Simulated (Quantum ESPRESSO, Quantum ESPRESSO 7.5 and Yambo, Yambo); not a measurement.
## InP (F-43m): G0W0 on several meshes in Yambo

How does the mesh move the gap of InP (F-43m)?

Main program and level: Quantum ESPRESSO 7.5 and Yambo 5.3.0; PBE and many-body steps on it, plane waves.

## (1) Starting point

It takes space group F-43m (No. 216, cubic). The conventional cell has a = 5.869 Å, b = 5.869 Å, c = 5.869 Å, α = 90.00°, β = 90.00°, γ = 90.00°. In has 4 P at 2.54 Å nearest. Nearest to P lie 4 In at 2.54 Å. Farther neighbours are not listed.

The cell and positions come from the Crystallography Open Database and are kept as given unless a step says otherwise.

## (2) Empty states on the mesh, 4×4×4 mesh, 609 bands

This step: Quantum ESPRESSO 7.5; DFT, PBE, plane waves, norm-conserving pseudopotentials.

The sums over transitions need many empty states on a uniform mesh; this step solves for them.

File pw.in:

```
&control
  calculation = 'nscf'
  prefix = 'x'
  outdir = 'o'
  pseudo_dir = 'pseudo'
/
&system
  ibrav = 0
  nat = 2
  ntyp = 2
  ecutwfc = 80.0
  nbnd = 609
  force_symmorphic = .true.
/
&electrons
  conv_thr = 1e-9
  electron_maxstep = 80
  diago_full_acc = .true.
  diago_thr_init = 5e-6
/
ATOMIC_SPECIES
  In 114.82 In.upf
  P 30.974 P.upf
CELL_PARAMETERS angstrom
  -0.0000000000 2.9343500000 2.9343500000
  2.9343500000 -0.0000000000 2.9343500000
  2.9343500000 2.9343500000 -0.0000000000
ATOMIC_POSITIONS crystal
  In 0.0000000000 0.0000000000 0.0000000000
  P 0.2500000000 0.2500000000 0.2500000000
K_POINTS automatic
  4 4 4 0 0 0
```

Command:

```sh
OMP_NUM_THREADS=1 mpirun -n 4 pw.x -nk 4 -in pw.in > pw.out
```

What it wrote:

```text
Program PWSCF v.7.5 starts

     This program is part of the open-source Quantum ESPRESSO suite
     for quantum simulation of materials; please cite
         "P. Giannozzi et al., J. Phys.:Condens. Matter 21 395502 (2009);
         "P. Giannozzi et al., J. Phys.:Condens. Matter 29 465901 (2017);
         "P. Giannozzi et al., J. Chem. Phys. 152 154105 (2020);
     in publications or presentations arising from this work. More details at

     Atomic positions and unit cell read from directory:
     o/x.save/

     Message from routine setup:
[...]
298.5774

          k =-0.3536-0.3536 0.3536 (  4140 PWs)   bands (ev):

[...]
64.4159  66.7542  66.7542  66.8024  67.0517  67.0517  68.1622  68.8442
     [... 65 further rows ...]
   295.5359 295.7417 295.8382 295.8382 295.8654 296.1767 296.2088 297.1051
   297.3231

          k = 0.3536 0.0000 0.0000 (  4088 PWs)   bands (ev):

     [... further k-points ...]

     highest occupied, lowest unoccupied level (ev):     8.2604    8.9469

     XML data file, pseudopotentials, collected wavefunctions

=------------------------------------------------------------------------------=
   JOB DONE.
=------------------------------------------------------------------------------=
```

Wall time 65 s (4 MPI ranks of Intel Xeon Platinum 8559C (Emerald Rapids), shared host); peak memory 1.3 GiB.

Numbers from this step:

```
gap                                                           : 0.6864 eV
k of the valence top                                          : 0, 0, 0
k of the conduction bottom                                    : 0, 0, 0
least direct gap                                              : 0.6864 eV
k points computed                                             : 8
lowest point of the top converged band, above the valence top : 287.7155 eV
```

On this mesh the gap is 0.686 eV.

The density comes from a self-consistent run that is not shown.

## (3) Conversion and set-up

This step: Yambo 5.3.0; conversion and set-up on PBE, plane waves, norm-conserving pseudopotentials.

The states are converted to the many-body program's format and the q mesh is built.

Command:

```sh
(cd o/x.save; p2y > p2y.log; mv SAVE ../..); yambo > setup.log
```

What it wrote:

```text
 Yambo, version 5.3.0

 [02] CORE Variables Setup
 =========================

  [02.01] Unit cells
  ==================

  Cell kind             :  FCC
  Atoms in the cell     :  In  P
  number of In atoms    :  1
  number of P  atoms    :  1

  List of atomic masses
  Mass of In    :  114.8200
  Mass of P     :  30.97400

  List of atomic coordinates    : [cc]
  In1       :  0.000000  0.000000  0.000000  order 1
  P1       :  2.772559  2.772559  2.772559  order 2

  Alat factors          :  5.545118  5.545118  5.545118 [a.u.]
  Direct lattice volume :  341.0062 [a.u.]
[...]
==========================================

 IBZ Q-points                                      :   8
 BZ  Q-points                                      :   64

 K/Q-points units:
 rlu = crystal or reduced units; cc = cartesian coordinates; iku = interal k-units

 Q [1]          [rlu]:  0.000000  0.000000  0.000000
 Q [2]          [rlu]:  0.92257E-17  0.92257E-17  0.25000
 Q [3]          [rlu]: -0.18451E-16 -0.18451E-16 -0.50000
[...]
Q [7]          [rlu]: -0.40653E-17 -0.50000     -0.50000
 Q [8]          [rlu]:  0.250000 -0.500000 -0.250000

  [03.01] X indexes
  =================

   [03.01.01] Sigma indexes
   ========================

 [06] Game Over & Game summary
```

Wall time 3.3 s (1 MPI rank); peak memory 0.25 GiB.

## (4) 4×4×4

Now the one-shot GW correction: screening in the RPA, then the self-energy of the levels asked for.

This step: G0W0 on PBE, plane waves, norm-conserving pseudopotentials.

File gw2.in:

```
HF_and_locXC
gw0
dyson
ppa
em1d
rim_cut
RandQpts= 1000000
RandGvec= 1 RL
EXXRLvcs= 80 Ry
VXCRLvcs= 320 Ry
Chimod= "HARTREE"
% BndsRnXp
 1 | 256 |
%
NGsBlkXp= 17 Ry
% LongDrXp
 1 | 1 | 1 |
%
% GbndRnge
 1 | 256 |
%
DysSolver= "n"
ExtendOut
PPAPntXp= 27.21138 eV
% QPkrange
 1 | 1 | 12 | 15 |
%
```

Command:

```sh
OMP_NUM_THREADS=1 mpirun -n 4 yambo -F gw2.in -J gw2 -C gw2 > gw2.log
```

What it wrote:

```text
 Yambo, version 5.3.0

 [02] CORE Variables Setup
 =========================

  [... cell, symmetries and grids as in the set-up ...]

  [02.05] Energies & Occupations
  ==============================

  [X] === General ===
  [X] Electronic Temperature                        :  0.000000  0.000000 [eV K]
  [X] Bosonic    Temperature                        :  0.000000  0.000000 [eV K]
  [X] Finite Temperature mode                       : no
  [X] El. density                                   :  0.51453E+24 [cm-3]
  [X] Fermi Level                                   :  8.260446 [eV]

  [X] === Gaps and Widths ===
  [X] Conduction Band Min                           :  0.686430 [eV]
  [X] Valence Band Max                              :  0.000000 [eV]
  [X] Filled Bands                                  :  13
  [X] Empty Bands                                   :    14   609
  [X] Direct Gap                                    :  0.686430 [eV]
  [X] Direct Gap localized at k                     :  1
  [X] Indirect Gap                                  :  0.686430 [eV]
  [X] Indirect Gap between kpts                     :  1  1
  [X] Last valence band width                       :  2.892736 [eV]
  [X] 1st conduction band width                     :  3.606218 [eV]

 [03] Transferred momenta grid and indexing
 ==========================================

 IBZ Q-points                                      :   8
 BZ  Q-points                                      :   64

 K/Q-points units:
 rlu = crystal or reduced units; cc = cartesian coordinates; iku = interal k-units

 Q [1]          [rlu]:  0.000000  0.000000  0.000000
 Q [2]          [rlu]:  0.92257E-17  0.92257E-17  0.25000
 Q [3]          [rlu]: -0.18451E-16 -0.18451E-16 -0.50000
 Q [4]          [rlu]:  0.20327E-17  0.25000      0.25000
 Q [5]          [rlu]: -0.25051E-16  0.25000      0.50000
 Q [6]          [rlu]: -0.73963E-16  0.25000     -0.25000
 Q [7]          [rlu]: -0.40653E-17 -0.50000     -0.50000
 Q [8]          [rlu]:  0.250000 -0.500000 -0.250000

 [04] Coloumb potential Random Integration (RIM)
 ===============================================

  [04.01] RIM initialization
  ==========================

  * Diagonal components only detected *

  8 x (sBL volume)        :  0.090926 [a.u.]
  sBZ random points       :  1000000
  Points outside the sBZ  :   7987327
  RL volume               :  0.727407 [a.u.]
  Integrated volume       :  0.728561 [a.u.]

  [04.02] RIM integrals
  =====================

  Gamma point sphere radius             :  0.081567 [a.u.]
  Points outside the sphere             :   799513
  [Int_sBZ(q=0) 1/q^2]*(Vol_sBZ)^(-1/3) =:  7.764325
                                 should be <:  7.795600

  Summary of Coulomb integrals for non-metallic bands |Q|[au] RIM/Bare

  Q [1] 0.100000E-4 0.995988 * Q [2] 0.245324 1.066027
  Q [4] 0.283276 1.064776 * Q [6] 0.400612 1.027388
  Q [5] 0.469759 1.020443 * Q [3] 0.490648 1.018189
  Q [7] 0.566551 1.014848 * Q [8] 0.633423 1.011845

 [WARNING] [Xp] User bands 1-256 break level degeneracy

 [05] Dipoles
 ============

  [05.01] Setup: observables and procedures
  =========================================

 [06] Dynamic Dielectric Matrix (PPA)
 ====================================

 [WR./gw2//ndb.pp]---------------------------------------------------------------
  Brillouin Zone Q/K grids (IBZ/BZ)                :    8   64    8   64
  RL vectors                                       :   5029 [WF]
  Coulomb cutoff potential                         : none
  Electronic Temperature                           :  0.000000 [K]
  Bosonic    Temperature                           :  0.000000 [K]
  PPA    diel. fun.  energies                      : Perdew, Burke & Ernzerhof(X)+Perdew, Burke & Ernzerhof(C)
  wavefunctions                                    : Perdew, Burke & Ernzerhof(X)+Perdew, Burke & Ernzerhof(C)
  Global Gauge                                     : length
  X matrix size                                    :   459
  X band range                                     :    1  256
  X e/h energy range                               : -1.000000 -1.000000 [eV]
  X Time ordering                                  : R
  X Hxc Kernel                                     : HARTREE
  X Drude frequency                                :  0.000000  0.000000
  X poles                                          :  100.0000 [o/o]
  RL vectors in the sum                            :   5029
  [r,Vnl] included                                 : yes
  Field direction                                  :  0.577350E-5  0.577350E-5  0.577350E-5
  BZ energy Double Grid                            : no
  BZ energy DbGd points                            : 0
  BZ Q point size factor                           : -1.000000
  X Optical Averaged directions                    : none

 [07] Local Exchange-Correlation + Non-Local Fock
 ================================================

 [VXC] Plane waves :   33079
 [EXS] Plane waves :   4279

 QP @ state[ 1 ] K range:  1  1
 QP @ state[ 1 ] b range:  12  15

 [xc] Functional : Perdew, Burke & Ernzerhof(X)+Perdew, Burke & Ernzerhof(C)
 [xc] LIBXC used to calculate xc functional
  PP Number of Atomic Species                      :  2
  NLCC RL compoments                               :   33079
  PP Number of Atomic Species                      :  2
  NLCC RL compoments                               :   33079

 [xc] E_xc :  -18.18593 [Ha]
      E_xc :  -36.37186 [Ry]

  Local XC kind (lXC) : Perdew, Burke & Ernzerhof(X)+Perdew, Burke & Ernzerhof(C)
  Non-Local XC kind (nlXC) : Hartree-Fock

  Corrections @ K [1] :  [eV]
 <12|nlXC|12> = -14.70522  0.18346E-16 <12|lXC|12> = -12.90482  0.000000
 <13|nlXC|13> = -14.70532  0.81267E-17 <13|lXC|13> = -12.90482  0.000000
 <14|nlXC|14> = -7.812627  0.19826E-17 <14|lXC|14> = -11.73024  0.000000
 <15|nlXC|15> = -6.358374  0.11220E-18 <15|lXC|15> = -10.77631 -0.37763E-15

 [08] Dyson equation: Newton solver
 ==================================

  [08.01] G0W0 (W PPA)
  ====================

  [  GW  ] Bands range     :    1  256
  [GW/PPA] G damping       :  0.100000 [eV]

  QP @ state[ 1 ] K range:  1  1
  QP @ state[ 1 ] b range:  12  15

   Sc/G bands                                       :    1  256
   Sc/G damping                                     :  0.100000 ev
   Sc bands terminator                              : no
   Sx RL components                                 :   4279

   QP @ state[ 1 ] K range                          :  1  1
   QP @ state[ 1 ] b range                          :  12  15
   GF energies kind                                 : Perdew, Burke & Ernzerhof(X)+Perdew, Burke & Ernzerhof(C)
   GF WF`s kind                                     : Perdew, Burke & Ernzerhof(X)+Perdew, Burke & Ernzerhof(C)
   Xs energies kind                                 : Perdew, Burke & Ernzerhof(X)+Perdew, Burke & Ernzerhof(C)
   Xs WF`s kind                                     : Perdew, Burke & Ernzerhof(X)+Perdew, Burke & Ernzerhof(C)

 [11] Game Over & Game summary
```

Wall time 5 min (4 MPI ranks); peak memory 2.1 GiB; 20 min of CPU time.

Numbers from this step:

```
G0W0 gap on the points computed              : 1.384 eV
starting gap on the mesh                     : 0.6864 eV
k of the valence top                         : 0, 0, 0
k of the conduction bottom                   : 0, 0, 0
least direct G0W0 gap on the computed points : 1.384 eV
Z at the valence top                         : 0.7799
Z at the conduction bottom                   : 0.7935
```

The gap on the mesh goes from 0.69 eV to 1.38 eV, a correction of +0.70 eV.

## (5) Empty states on the mesh, 2×2×2 mesh, 256 bands

This step: Quantum ESPRESSO 7.5; DFT, PBE, plane waves, norm-conserving pseudopotentials.

Changes to pw.in since step 2:

```diff
@@ -11,3 +11,3 @@
   ecutwfc = 80.0
-  nbnd = 609
+  nbnd = 256
   force_symmorphic = .true.
@@ -31,2 +31,2 @@
 K_POINTS automatic
-  4 4 4 0 0 0
+  2 2 2 0 0 0
```

Command:

```sh
OMP_NUM_THREADS=1 mpirun -n 4 pw.x -nk 4 -in pw.in > pw.out
```

What it wrote:

```text
[banner, memory and clock lines left out]
Program PWSCF v.7.5 starts

     Atomic positions and unit cell read from directory:
     o/x.save/

     Message from routine setup:
     using ibrav=0 with symmetry is DISCOURAGED, use correct ibrav instead

     Message from routine divide_et_impera:
     suboptimal parallelization: some nodes have no k-points

     G-vector sticks info

     bravais-lattice index     =            0
     lattice parameter (alat)  =       7.8420  a.u.
     unit-cell volume          =     341.0062 (a.u.)^3
     number of atoms/cell      =            2
[...]
[... 20 further rows ...]
[...]
k =-0.3536-0.3536 0.3536 (  4140 PWs)   bands (ev):

[...]
[... 20 further rows ...]
[...]
k =-0.7071 0.0000 0.0000 (  4136 PWs)   bands (ev):

[...]
[... 20 further rows ...]
   158.0818 158.4994 158.4994 159.1378 159.6892 159.6892 161.1068 161.4218
   161.7808 161.7808 162.2578 162.3661 162.5981 162.5981 163.2546 163.2546

     highest occupied, lowest unoccupied level (ev):     8.2604    8.9469

     XML data file, pseudopotentials, collected wavefunctions
```

It took 8.8 s on 4 MPI ranks; peak memory 0.51 GiB.

Numbers from this step:

* gap: 0.6864 eV
* k of the valence top: 0, 0, 0
* k of the conduction bottom: 0, 0, 0
* least direct gap: 0.6864 eV
* k points computed: 3
* lowest point of the top converged band, above the valence top: 149.8849 eV

On this mesh the gap is 0.686 eV.

[end of part 1 of 2]

[Paths, hosts, dates, memory and timing lines, banners, echoed tables and standing remarks are left out of the program output.]

[Logs are printed without paths, hosts, clocks, repeated set-up lines and the standing remarks that a program may print on its own settings, such as how far it seeks lower states.]

[Runs of the session that timed out or met a known fault of the program may be left out.]

[Hosts, paths, dates, database ids (printed as entryN), source tags and the programs' standing remarks are cut or masked in the printed files.]
